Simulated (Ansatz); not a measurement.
Steps from a short run of molecular dynamics on a 2×2×1 supercell (16 atoms) of CuGaSe2 (ordering on rocksalt), relaxed with r2SCAN; forces from PBE in the plane-wave code Ansatz, 2×2×4 mesh, Fermi-Dirac smearing of 0.086 eV, Langevin thermostat and barostat (NPT), set at 1000 K. Spin polarisation is off, nuclei are classical, and the run is far too short for thermal averages. The structure comes from a prototype and may be hypothetical.

Question: At 2 fs the positions in Å are
```
cell (Å): 7.459 0.000 0.000; 0.000 7.459 0.000; 0.000 0.000 5.255
Cu  -0.002   0.000  -0.002
Se  -0.008   0.007   2.619
Ga   1.862   1.856   2.627
Se   1.871   1.851  -0.003
Cu  -0.006   3.726   0.007
Se   0.006   3.717   2.633
Ga   1.856   5.604   2.626
Se   1.873   5.598  -0.002
Cu   3.742   0.004   0.005
Se   3.724   0.003   2.626
Ga   5.589   1.865   2.622
Se   5.589   1.863   0.006
Cu   3.732   3.738   0.008
Se   3.739   3.721   2.631
Ga   5.591   5.605   2.625
Se   5.600   5.602  -0.007
```
What are the forces, and how far does the free energy (smearing included) lie above that of step 0, with the atoms on their sites?

Answer: 0.2 meV an atom; forces in eV/Å:
```
cell (Å), as above: 7.459 0.000 0.000; 0.000 7.459 0.000; 0.000 0.000 5.255
Cu   0.013   0.009  -0.010
Se   0.015  -0.022   0.026
Ga   0.012   0.064  -0.006
Se  -0.025   0.024   0.019
Cu   0.035   0.001  -0.011
Se  -0.026   0.048  -0.010
Ga   0.013  -0.055   0.001
Se   0.000  -0.032   0.012
Cu  -0.036  -0.015  -0.018
Se   0.030  -0.008   0.014
Ga   0.000   0.026   0.031
Se   0.012   0.024  -0.054
Cu  -0.011  -0.023  -0.016
Se  -0.054   0.034  -0.008
Ga   0.003  -0.068  -0.011
Se   0.017  -0.005   0.039
```

Question: At 4 fs the positions in Å are
```
cell (Å): 7.463 0.000 0.000; 0.000 7.463 0.000; 0.000 0.000 5.257
Cu  -0.002  -0.002  -0.007
Se  -0.016   0.013   2.612
Ga   1.858   1.847   2.628
Se   1.876   1.837  -0.008
Cu  -0.012   3.725   0.014
Se   0.010   3.705   2.639
Ga   1.846   5.616   2.626
Se   1.885   5.603  -0.003
Cu   3.757   0.006   0.010
Se   3.720   0.007   2.625
Ga   5.587   1.865   2.619
Se   5.586   1.861   0.014
Cu   3.739   3.747   0.016
Se   3.750   3.714   2.636
Ga   5.589   5.617   2.625
Se   5.607   5.612  -0.014
```
What are the forces, and how far does the free energy (smearing included) lie above that of step 0, with the atoms on their sites?

Answer: 0.5 meV an atom; forces in eV/Å:
```
cell (Å), as above: 7.463 0.000 0.000; 0.000 7.463 0.000; 0.000 0.000 5.257
Cu   0.026   0.016  -0.013
Se   0.031  -0.047   0.046
Ga   0.032   0.130  -0.019
Se  -0.046   0.044   0.055
Cu   0.063   0.000  -0.020
Se  -0.043   0.096  -0.022
Ga   0.027  -0.107   0.007
Se  -0.004  -0.060   0.013
Cu  -0.075  -0.025  -0.035
Se   0.066  -0.020   0.029
Ga  -0.005   0.050   0.064
Se   0.020   0.052  -0.115
Cu  -0.024  -0.047  -0.030
Se  -0.107   0.063  -0.014
Ga  -0.004  -0.132  -0.028
Se   0.042  -0.012   0.082
```

Question: At 6 fs the positions in Å are
```
cell (Å): 7.467 0.000 0.000; 0.000 7.467 0.000; 0.000 0.000 5.260
Cu  -0.003  -0.002  -0.014
Se  -0.024   0.017   2.606
Ga   1.855   1.837   2.631
Se   1.881   1.825  -0.014
Cu  -0.016   3.724   0.020
Se   0.014   3.694   2.646
Ga   1.838   5.629   2.625
Se   1.897   5.609  -0.002
Cu   3.771   0.009   0.016
Se   3.716   0.010   2.625
Ga   5.586   1.868   2.616
Se   5.585   1.859   0.023
Cu   3.746   3.758   0.024
Se   3.763   3.707   2.640
Ga   5.588   5.629   2.625
Se   5.614   5.622  -0.020
```
What are the forces, and how far does the free energy (smearing included) lie above that of step 0, with the atoms on their sites?

Answer: 1.1 meV an atom; forces in eV/Å:
```
cell (Å), as above: 7.467 0.000 0.000; 0.000 7.467 0.000; 0.000 0.000 5.260
Cu   0.038   0.022  -0.009
Se   0.042  -0.064   0.063
Ga   0.044   0.200  -0.033
Se  -0.067   0.064   0.092
Cu   0.086   0.001  -0.027
Se  -0.048   0.134  -0.034
Ga   0.036  -0.153   0.017
Se  -0.012  -0.087   0.006
Cu  -0.110  -0.038  -0.053
Se   0.110  -0.035   0.046
Ga  -0.004   0.062   0.096
Se   0.028   0.079  -0.179
Cu  -0.035  -0.072  -0.045
Se  -0.162   0.095  -0.014
Ga  -0.014  -0.191  -0.040
Se   0.067  -0.017   0.115
```

Question: At 8 fs the positions in Å are
```
cell (Å): 7.471 0.000 0.000; 0.000 7.471 0.000; 0.000 0.000 5.263
Cu  -0.004  -0.003  -0.023
Se  -0.032   0.021   2.599
Ga   1.852   1.825   2.634
Se   1.887   1.812  -0.019
Cu  -0.021   3.722   0.024
Se   0.019   3.683   2.653
Ga   1.830   5.641   2.624
Se   1.909   5.616  -0.004
Cu   3.785   0.013   0.022
Se   3.712   0.012   2.624
Ga   5.584   1.870   2.612
Se   5.584   1.857   0.030
Cu   3.751   3.770   0.030
Se   3.774   3.699   2.643
Ga   5.584   5.641   2.627
Se   5.618   5.632  -0.027
```
What are the forces, and how far does the free energy (smearing included) lie above that of step 0, with the atoms on their sites?

Answer: 2.2 meV an atom; forces in eV/Å:
```
cell (Å), as above: 7.471 0.000 0.000; 0.000 7.471 0.000; 0.000 0.000 5.263
Cu   0.048   0.027  -0.001
Se   0.059  -0.085   0.075
Ga   0.049   0.269  -0.047
Se  -0.088   0.087   0.126
Cu   0.106   0.004  -0.030
Se  -0.057   0.172  -0.049
Ga   0.036  -0.198   0.023
Se  -0.027  -0.111   0.007
Cu  -0.150  -0.054  -0.074
Se   0.157  -0.044   0.061
Ga   0.002   0.076   0.125
Se   0.042   0.110  -0.240
Cu  -0.039  -0.103  -0.056
Se  -0.213   0.127  -0.017
Ga  -0.017  -0.250  -0.057
Se   0.093  -0.024   0.157
```

Question: At 22 fs the positions in Å are
```
cell (Å): 7.534 0.000 0.000; 0.000 7.534 0.000; 0.000 0.000 5.308
Cu  -0.015  -0.023  -0.110
Se  -0.097   0.032   2.534
Ga   1.860   1.784   2.687
Se   1.916   1.749  -0.043
Cu  -0.044   3.733   0.043
Se   0.066   3.619   2.713
Ga   1.790   5.745   2.647
Se   1.978   5.676  -0.019
Cu   3.914   0.051   0.061
Se   3.713   0.021   2.637
Ga   5.600   1.889   2.611
Se   5.596   1.862   0.070
Cu   3.810   3.865   0.055
Se   3.851   3.694   2.651
Ga   5.611   5.731   2.667
Se   5.693   5.702  -0.061
```
What are the forces, and how far does the free energy (smearing included) lie above that of step 0, with the atoms on their sites?

Answer: 14.3 meV an atom; forces in eV/Å:
```
cell (Å), as above: 7.534 0.000 0.000; 0.000 7.534 0.000; 0.000 0.000 5.308
Cu   0.136   0.099   0.086
Se   0.316  -0.128   0.186
Ga   0.028   0.487  -0.099
Se  -0.232   0.134   0.255
Cu   0.201  -0.004  -0.030
Se  -0.189   0.385  -0.160
Ga   0.007  -0.368   0.007
Se  -0.030  -0.210   0.067
Cu  -0.507  -0.253  -0.161
Se   0.376  -0.126   0.089
Ga   0.091   0.166   0.239
Se   0.169   0.367  -0.555
Cu  -0.062  -0.244  -0.088
Se  -0.367   0.246   0.005
Ga  -0.120  -0.480  -0.135
Se   0.183  -0.072   0.293
```

Question: At 26 fs the positions in Å are
```
cell (Å): 7.565 0.000 0.000; 0.000 7.565 0.000; 0.000 0.000 5.329
Cu  -0.011  -0.028  -0.133
Se  -0.105   0.036   2.517
Ga   1.875   1.779   2.713
Se   1.926   1.732  -0.048
Cu  -0.046   3.739   0.050
Se   0.079   3.609   2.737
Ga   1.786   5.781   2.663
Se   1.998   5.701  -0.025
Cu   3.951   0.058   0.072
Se   3.720   0.020   2.652
Ga   5.617   1.903   2.612
Se   5.605   1.864   0.078
Cu   3.844   3.896   0.057
Se   3.873   3.701   2.660
Ga   5.624   5.765   2.682
Se   5.729   5.728  -0.068
```
What are the forces, and how far does the free energy (smearing included) lie above that of step 0, with the atoms on their sites?

Answer: 19.1 meV an atom; forces in eV/Å:
```
cell (Å), as above: 7.565 0.000 0.000; 0.000 7.565 0.000; 0.000 0.000 5.329
Cu   0.147   0.111   0.109
Se   0.339  -0.144   0.230
Ga  -0.020   0.527  -0.103
Se  -0.279   0.137   0.277
Cu   0.208  -0.005  -0.036
Se  -0.203   0.402  -0.188
Ga  -0.015  -0.384  -0.010
Se   0.000  -0.247   0.105
Cu  -0.586  -0.312  -0.166
Se   0.437  -0.129   0.060
Ga   0.138   0.154   0.250
Se   0.208   0.439  -0.604
Cu  -0.079  -0.260  -0.077
Se  -0.380   0.268  -0.005
Ga  -0.111  -0.484  -0.140
Se   0.197  -0.073   0.298
```
